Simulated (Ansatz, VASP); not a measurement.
One calculation of Zn, two programs

Contents of INCAR:

```
PREC = Accurate ; ENCUT = 520
EDIFF = 1E-8 ; ISMEAR = -1
SIGMA = 0.05 ; LREAL = F
LASPH = T ; NELM = 100
ALGO = Normal ; ISIF = 2
LWAVE = F ; LCHARG = F
GGA = PE ; LEFG = T
NBANDS = 12
```

The input KPOINTS:

```
regular mesh
0
Gamma
  17 17 17
```

POSCAR

```
Zn
1.0
   -1.5663937786      1.5663937786      1.5663937786
    1.5663937786     -1.5663937786      1.5663937786
    1.5663937786      1.5663937786     -1.5663937786
Zn
1
Direct
    0.0000000000      0.0000000000      0.0000000000
```

Input for Ansatz:

```yaml
crystal:
  lattice:
    - [-1.5663937786, 1.5663937786, 1.5663937786]
    - [1.5663937786, -1.5663937786, 1.5663937786]
    - [1.5663937786, 1.5663937786, -1.5663937786]
  atoms:
    - { symbol: Zn, position: [0.0, 0.0, 0.0] }
kpoints:
  mp_grid: { grid: [17, 17, 17] }
  band_path:
    path:
      - [0.0, 0.0, 0.0]
      - [0.5, -0.5, 0.5]
      - [0.0, 0.0, 0.5]
      - [0.0, 0.0, 0.0]
      - [0.25, 0.25, 0.25]
      - [0.5, -0.5, 0.5]
      - [0.25, 0.25, 0.25]
      - [0.0, 0.0, 0.5]
    npoints: 14
scf:
  occupations: { method: fermi_dirac, width: 0.05 }
hamiltonian:
  xc: pbe
  pseudopotentials: { kind: paw }
output:
  forces: true
  stress: true
  eigenvalues: true
  efg: { contact_densities: true }
  populations: true
  bader: true
  dos: { projected: true, de: 0.2, e_range: [-14, 8] }
  write_density: true
  write_potential: true
  elf: true
  volumetric_format: npy
```

Alike in both runs: task electric field gradients; functional PBE; k mesh 17 × 17 × 17; occupations fermi-dirac, width 0.05 eV; no spin polarisation.

|  | VASP | Ansatz |
| --- | --- | --- |
| version | VASP 6.6.1 | Ansatz 0.2.0 |
| potentials or method | VASP PAW PBE potentials, release 64 (Zn) | PAW with Ansatz's default frozen-core files, scalar-relativistic |
| plane-wave cutoff (eV) | 520 | 420 |
| valence electrons in the cell | 12 | 12 |

```tsv
	VASP	Ansatz	Ansatz less VASP
pressure (GPa)	0.3	0.0	-0.29
Vzz of the field gradient on the site that differs most (V/Å²)	0.0	0.0	+0.01
```
